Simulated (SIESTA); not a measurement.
# VBiO4 (I4_1/a) in SIESTA: notebook, part 2 of 2

SIESTA 5.4.2. Earlier steps stand in the parts before.

### 3 Single point, LDA, collinear spin, ferromagnetic start, 11.91 Å³/atom

The input, VBiO4.fdf:

```
SystemName                      VBiO4
SystemLabel                     VBiO4
NumberOfSpecies                 3
NumberOfAtoms                   12
%block ChemicalSpeciesLabel
  1  83 Bi
  2  23 V
  3   8 O
%endblock ChemicalSpeciesLabel

LatticeConstant                 1.0 Ang
%block LatticeVectors
    -2.5087718641     2.5087718641     5.6777444653
     2.5087718641    -2.5087718641     5.6777444653
     2.5087718641     2.5087718641    -5.6777444653
%endblock LatticeVectors
AtomicCoordinatesFormat         Fractional
%block AtomicCoordinatesAndAtomicSpecies
     0.7500000000     0.2500000000     0.5000000000  1  Bi
     0.0000000000     0.0000000000     0.0000000000  1  Bi
     0.2500000000     0.7500000000     0.5000000000  2  V
     0.5000000000     0.5000000000     0.0000000000  2  V
     0.4380972400     0.3291035000     0.6089483300  3  O
     0.5791489100     0.6880972400     0.6089937400  3  O
     0.7201551700     0.8291489100     0.3910516700  3  O
     0.0791035000     0.9701551700     0.3910062600  3  O
     0.6708965000     0.2798448300     0.1089937400  3  O
     0.0298448300     0.4208510900     0.1089483300  3  O
     0.3119027600     0.9208965000     0.8910516700  3  O
     0.1708510900     0.5619027600     0.8910062600  3  O
%endblock AtomicCoordinatesAndAtomicSpecies

%block kgrid.MonkhorstPack
    5   0   0  0.0
    0   5   0  0.0
    0   0   5  0.0
%endblock kgrid.MonkhorstPack
XC.Functional                   LDA
XC.Authors                      PW92
PAO.BasisSize                   DZP
PAO.EnergyShift                 0.003 Ry
Mesh.Cutoff                     800 Ry
Spin                            polarized
%block DM.InitSpin
    1   0.000
    2   0.000
    3   2.000
    4   2.000
    5   0.000
    6   0.000
    7   0.000
    8   0.000
    9   0.000
   10   0.000
   11   0.000
   12   0.000
%endblock DM.InitSpin
OccupationFunction              FD
ElectronicTemperature           0.05 eV
MaxSCFIterations                200
SCF.MustConverge                false
SCF.Mixer.Method                Pulay
SCF.Mixer.Weight                0.1
SCF.Mixer.History               10
SCF.DM.Tolerance                5.0e-05
SCF.H.Tolerance                 1.0e-03 eV
WriteForces                     true
Charge.Mulliken                 end
%block PAO.Basis
  Bi 4
  n=6 0 2
    5.772 0.000
  n=6 1 2
    8.049 0.000
  n=5 2 2
    3.889 0.000
  n=6 2 1
    8.049
  V 5
  n=3 0 2
    3.003 0.000
  n=4 0 2
    8.378 0.000
  n=3 1 2
    3.387 0.000
  n=4 1 1
    8.378
  n=3 2 2
    5.749 0.000
%endblock PAO.Basis
```

Potentials or basis: PseudoDojo 0.4 standard (LDA files), DZP (energy shift 0.003 Ry; two zetas on semicore shells).

On the command line:

```bash
$ siesta VBiO4.fdf > VBiO4.out 2>&1
```

Run time: 6.9 min. Hardware: 1 thread of Arm Neoverse V2, shared host; peak memory 0.8 GiB.

The run converged. Its results:

- Free energy: -12068.9862 eV
- Pressure: 9.6 GPa
- Largest force: 0.711 eV/Å
- Band gap on the k mesh: 2.19 eV, indirect (least direct gap 2.24 eV)
- Net moment: 0.00 μB per cell

Caveat: spin-orbit coupling is left out, which as a rule narrows the gap of such compounds by several tenths of an eV; an odd mesh through Γ misses points on the zone boundary, where band edges often lie; the basis of atomic orbitals isn't converged, which shifts pressures, moduli and gaps.

### 4 Single point, LDA, collinear spin, ferromagnetic start, 12.17 Å³/atom

Changes to VBiO4.fdf since step 3:

```diff
@@ -12,5 +12,5 @@
 %block LatticeVectors
-    -2.5087718641     2.5087718641     5.6777444653
-     2.5087718641    -2.5087718641     5.6777444653
-     2.5087718641     2.5087718641    -5.6777444653
+    -2.5264398537     2.5264398537     5.7177298987
+     2.5264398537    -2.5264398537     5.7177298987
+     2.5264398537     2.5264398537    -5.7177298987
 %endblock LatticeVectors
```

On the command line:

```bash
$ siesta < VBiO4.fdf > VBiO4.out 2>&1
```

It took 7.4 min on 1 thread of Arm Neoverse V2, shared host; peak memory 0.79 GiB.

It converged, with:

```
Free energy            : -12069.1228 eV
Pressure               : 4.9 GPa
Largest force          : 0.393 eV/Å
Band gap on the k mesh : 2.19 eV, indirect (least direct gap 2.22 eV)
Net moment             : 0.00 μB per cell
```

Caveat: spin-orbit coupling is left out, which as a rule narrows the gap of such compounds by several tenths of an eV; an odd mesh through Γ misses points on the zone boundary, where band edges often lie; the basis of atomic orbitals isn't converged, which shifts pressures, moduli and gaps.

### 5 Single point, LDA, collinear spin, ferromagnetic start, 12.42 Å³/atom

Changes to VBiO4.fdf since step 4:

```diff
@@ -12,5 +12,5 @@
 %block LatticeVectors
-    -2.5264398537     2.5264398537     5.7177298987
-     2.5264398537    -2.5264398537     5.7177298987
-     2.5264398537     2.5264398537    -5.7177298987
+    -2.5438641275     2.5438641275     5.7571637648
+     2.5438641275    -2.5438641275     5.7571637648
+     2.5438641275     2.5438641275    -5.7571637648
 %endblock LatticeVectors
```

On the command line:

```bash
$ siesta VBiO4.fdf > VBiO4.out 2>&1
```

Wall time 6.9 min (1 thread of Arm Neoverse V2, shared host); peak memory 0.78 GiB.

Results (log left out):

| Property | Result |
| --- | --- |
| Free energy | -12069.1738 eV |
| Pressure | 0.6 GPa |
| Largest force | 0.124 eV/Å |
| Band gap on the k mesh | 2.18 eV, indirect (least direct gap 2.20 eV) |
| Net moment | 0.00 μB per cell |

Caveat: spin-orbit coupling is left out, which as a rule narrows the gap of such compounds by several tenths of an eV; an odd mesh through Γ misses points on the zone boundary, where band edges often lie; the basis of atomic orbitals isn't converged, which shifts pressures, moduli and gaps.

### 6 Single point, LDA, collinear spin, ferromagnetic start, 12.67 Å³/atom

Changes to VBiO4.fdf since step 5:

```diff
@@ -12,5 +12,5 @@
 %block LatticeVectors
-    -2.5438641275     2.5438641275     5.7571637648
-     2.5438641275    -2.5438641275     5.7571637648
-     2.5438641275     2.5438641275    -5.7571637648
+    -2.5610529200     2.5610529200     5.7960647000
+     2.5610529200    -2.5610529200     5.7960647000
+     2.5610529200     2.5610529200    -5.7960647000
 %endblock LatticeVectors
```

Potentials or basis: PseudoDojo 0.4 standard (LDA files), DZP (energy shift 0.003 Ry; two zetas on semicore shells).

On the command line:

```bash
$ siesta VBiO4.fdf > VBiO4.out 2>&1
```

Wall time 6.4 min (1 thread of Arm Neoverse V2, shared host); peak memory 0.77 GiB.

Results (log left out):

```
Free energy            : -12069.1483 eV
Pressure               : -3.2 GPa
Largest force          : 0.216 eV/Å
Band gap on the k mesh : 2.16 eV, indirect (least direct gap 2.18 eV)
Net moment             : 0.00 μB per cell
```

Caveat: spin-orbit coupling is left out, which as a rule narrows the gap of such compounds by several tenths of an eV; an odd mesh through Γ misses points on the zone boundary, where band edges often lie; the basis of atomic orbitals isn't converged, which shifts pressures, moduli and gaps.
